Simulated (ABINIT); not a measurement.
# Rh (Fm-3m) in ABINIT: notebook, part 2 of 2

ABINIT 10.8.3 (patched build). The steps go on from the part before.

## 3. Equation of state, PBE

Contents of run.abi:

```
# Datasets: one volume each
ndtset 7
getwfk -1
scalecart1 3*0.9795861087
scalecart2 3*0.9864848297
scalecart3 3*0.9932883884
scalecart4 3*1.0000000000
scalecart5 3*1.0066227096
scalecart6 3*1.0131594038
scalecart7 3*1.0196128224

# Pseudopotentials
pp_dirpath "./"
pseudos "Rh.GGA_PBE-JTH.xml"

# Structure
acell 3*1.0 Angstrom
rprim
     0.0000000000     1.8978500000     1.8978500000
     1.8978500000     0.0000000000     1.8978500000
     1.8978500000     1.8978500000     0.0000000000
ntypat 1
znucl 45
natom 1
typat 1
xred
     0.0000000000     0.0000000000     0.0000000000

# Plane-wave basis
ecut 707.496042 eV
pawecutdg 48.0

# k points
kptopt 1
ngkpt 12 12 12
nshiftk 1
shiftk 0.0 0.0 0.0

# Exchange and correlation
ixc 11

# Bands and occupations
nband 13
occopt 3
tsmear 0.00183747

# SCF cycle
nstep 100
tolvrs 1.0e-9

# Output
iomode 3
prtwf 1
prtden 0
prteig 0
prtebands 0
enunit 1
```

Potentials or basis: JTH PAW PBE v2.0.

Run with:

```console
$ abinit run.abi > log 2>&1
```

run.abo:

```text
.Version 10.8.3 of ABINIT
 DATASET    1 : space group Fm -3 m (#225); Bravais cF (face-center cubic)
================================================================================
 Values of the parameters that define the memory need for DATASET  1.
     intxc =       0    ionmov =       0      iscf =      17    lmnmax =      18
     lnmax =       6     mgfft =      24  mpssoang =       3    mqgrid =    3001
     natom =       1  nloc_mem =       2    nspden =       1   nspinor =       1
    nsppol =       1      nsym =      48    n1xccc =       1    ntypat =       1
    occopt =       3   xclevel =       2
       mpw =         560          nfft =       13824          nkpt =          72
 PAW method is used; the additional fine FFT grid is defined by:
   mgfftf=        32    nfftf =     32768
================================================================================
================================================================================
[... 71 lines left out ...]
 DATASET    7 : space group Fm -3 m (#225); Bravais cF (face-center cubic)
================================================================================
 Values of the parameters that define the memory need for DATASET  7.
     intxc =       0    ionmov =       0      iscf =      17    lmnmax =      18
     lnmax =       6     mgfft =      24  mpssoang =       3    mqgrid =    3001
     natom =       1  nloc_mem =       2    nspden =       1   nspinor =       1
    nsppol =       1      nsym =      48    n1xccc =       1    ntypat =       1
    occopt =       3   xclevel =       2
       mpw =         632          nfft =       13824          nkpt =          72
 PAW method is used; the additional fine FFT grid is defined by:
   mgfftf=        36    nfftf =     46656
================================================================================
================================================================================

--------------------------------------------------------------------------------
------------- Echo of variables that govern the present computation ------------
--------------------------------------------------------------------------------
 -outvars: echo values of preprocessed input variables --------
[... 1169 lines left out ...]
 getcut: wavevector=  0.0000  0.0000  0.0000  ngfft=  36  36  36
         ecut(hartree)=     48.000   => boxcut(ratio)=   2.23206

 getcut : COMMENT -
  Note that boxcut > 2.2 ; recall that boxcut=Gcut(box)/Gcut(sphere) = 2
  is sufficient for exact treatment of convolution.
  Such a large boxcut is a waste : you could raise ecut
  e.g. ecut=   59.785062 Hartrees makes boxcut=2

--------------------------------------------------------------------------------

-inwffil : will read wavefunctions from disk file runo_DS6_WFK.nc

================================================================================
[... 130 lines left out ...]
-Cartesian components of stress tensor (GPa)         [Pressure= -7.8721E+00 GPa]
- sigma(1 1)=  7.87211713E+00  sigma(3 2)=  0.00000000E+00
- sigma(2 2)=  7.87211713E+00  sigma(3 1)=  0.00000000E+00
- sigma(3 3)=  7.87211713E+00  sigma(2 1)=  0.00000000E+00

== END DATASET(S) ==============================================================
================================================================================

 -outvars: echo values of variables after computation  --------
            acell      1.8897261259E+00  1.8897261259E+00  1.8897261259E+00 Bohr
           etotal1    -1.1141693611E+02
           etotal2    -1.1141847328E+02
           etotal3    -1.1141953428E+02
           etotal4    -1.1142018005E+02
           etotal5    -1.1142045342E+02
           etotal6    -1.1142038292E+02
           etotal7    -1.1142003248E+02
            fcart1    -0.0000000000E+00 -0.0000000000E+00 -0.0000000000E+00
            fcart2    -0.0000000000E+00 -0.0000000000E+00 -0.0000000000E+00
            fcart3    -0.0000000000E+00 -0.0000000000E+00 -0.0000000000E+00
            fcart4    -0.0000000000E+00 -0.0000000000E+00 -0.0000000000E+00
            fcart5    -0.0000000000E+00 -0.0000000000E+00 -0.0000000000E+00
            fcart6    -0.0000000000E+00 -0.0000000000E+00 -0.0000000000E+00
            fcart7    -0.0000000000E+00 -0.0000000000E+00 -0.0000000000E+00
            rprim1     0.0000000000E+00  1.8591074964E+00  1.8591074964E+00
                       1.8591074964E+00  0.0000000000E+00  1.8591074964E+00
                       1.8591074964E+00  1.8591074964E+00  0.0000000000E+00
[... 17 lines left out ...]
                       1.9350721950E+00  1.9350721950E+00  0.0000000000E+00
           strten1    -9.6491069589E-04 -9.6491069589E-04 -9.6491069589E-04
                       0.0000000000E+00  0.0000000000E+00  0.0000000000E+00
           strten2    -6.9320970488E-04 -6.9320970488E-04 -6.9320970488E-04
                       0.0000000000E+00  0.0000000000E+00  0.0000000000E+00
           strten3    -4.5132902225E-04 -4.5132902225E-04 -4.5132902225E-04
                       0.0000000000E+00  0.0000000000E+00  0.0000000000E+00
           strten4    -2.4034478133E-04 -2.4034478133E-04 -2.4034478133E-04
                       0.0000000000E+00  0.0000000000E+00  0.0000000000E+00
           strten5    -4.7658689986E-05 -4.7658689986E-05 -4.7658689986E-05
                       0.0000000000E+00  0.0000000000E+00  0.0000000000E+00
           strten6     1.2028174311E-04  1.2028174311E-04  1.2028174311E-04
                       0.0000000000E+00  0.0000000000E+00  0.0000000000E+00
           strten7     2.6756782290E-04  2.6756782290E-04  2.6756782290E-04
                       0.0000000000E+00  0.0000000000E+00  0.0000000000E+00
 Calculation completed.
```

Run time: 1.7 min. Hardware: 1 thread of Arm Neoverse V1, shared host; peak memory 0.14 GiB.

What came out:

| Property | Result |
| --- | --- |
| Equilibrium volume | 14.03 Å³/atom |
| Bulk modulus | 262 GPa |
| Pressure derivative of the bulk modulus | 5.1 |

Energy against volume, from the lowest point:
```tsv
volume (Å³/atom)	energy (meV/atom)
12.851	95.71
13.125	53.88
13.398	25.01
13.671	7.44
13.945	0.00
14.218	1.92
14.492	11.45
```

Caveat: pressures at fixed basis lie under the slope of the energies. PBE usually gives volumes a little too large and moduli too small.

## 4. Equation of state, LDA

Contents of run.abi:

```
ndtset 7
getwfk -1
scalecart1 3*0.9795861087
scalecart2 3*0.9864848297
scalecart3 3*0.9932883884
scalecart4 3*1.0000000000
scalecart5 3*1.0066227096
scalecart6 3*1.0131594038
scalecart7 3*1.0196128224

pp_dirpath "./"
pseudos "Rh.LDA_PW-JTH.xml"

acell 3*1.0 Angstrom
rprim
     0.0000000000     1.8978500000     1.8978500000
     1.8978500000     0.0000000000     1.8978500000
     1.8978500000     1.8978500000     0.0000000000
ntypat 1
znucl 45
natom 1
typat 1
xred
     0.0000000000     0.0000000000     0.0000000000

ecut 20.0
pawecutdg 40.0

kptopt 1
ngkpt 12 12 12
nshiftk 1
shiftk 0.0 0.0 0.0

ixc 7

nband 13
occopt 3
tsmear 0.05 eV

nstep 100
tolvrs 1.0e-9

iomode 3
prtwf 1
prtden 0
prteig 0
prtebands 0
```

Potentials or basis: JTH PAW LDA v2.0.

Run with:

```console
$ abinit run.abi > log 2>&1
```

Run time: 82 s. Hardware: 1 thread of Arm Neoverse V1, shared host; peak memory 0.11 GiB.

The run converged. Its results:

```
Equilibrium volume                      : 13.22 Å³/atom
Bulk modulus                            : 315 GPa
Pressure derivative of the bulk modulus : 4.5
```

Energy against volume, from the lowest point:
```csv
volume (Å³/atom),energy (meV/atom)
12.851,10.02
13.125,0.00
13.398,1.55
13.671,13.35
13.945,34.51
14.218,63.97
14.492,100.61
```

Caveat: pressures at fixed basis lie under the slope of the energies.

## 5. Summary

```csv
level,potentials or basis,cutoff (eV),fine-grid cutoff,V0 of scaled cells (Å³/atom),B0 (GPa)
PBEsol,JTH PAW PBE v2.0,707,1306.15 eV,13.51,299
PBE,JTH PAW PBE v2.0,707,1306.15 eV,14.03,262
LDA,JTH PAW LDA v2.0,544,1088.46 eV,13.22,315
```

Alike in all rows: task equation of state; no spin polarisation; cell as given; k mesh 12 × 12 × 12; smearing fermi-dirac 0.05 eV.

Caveats: pressures at fixed basis lie under the slope of the energies; the PAW data sets were made with another functional, which shifts forces and pressure a little (some runs).

Total energies depend on the potentials used, so only differences within one code and one set of settings carry meaning.

## 6. Against experiment

Step 2. Against the measured bulk modulus of Rh, 264 GPa (quoted in “Thermal equation of state of rhodium characterized by XRD in a resistively heated diamond anvil cell”, 2024, pmc:11535440), the calculated 299 GPa is off by +13.1 %. The fit is for a static lattice scaled at fixed shape and fixed fractional positions.

Step 3. A measured bulk modulus of Rh is 264 GPa (quoted in “Thermal equation of state of rhodium characterized by XRD in a resistively heated diamond anvil cell”, 2024, pmc:11535440); the calculated 262 GPa misses it by -0.9 %. The fit is for a static lattice scaled at fixed shape and fixed fractional positions.

Step 4. Against the measured bulk modulus of Rh, 264 GPa (quoted in “Thermal equation of state of rhodium characterized by XRD in a resistively heated diamond anvil cell”, 2024, pmc:11535440), the calculated 315 GPa is off by +19.4 %. The fit is for a static lattice scaled at fixed shape and fixed fractional positions.
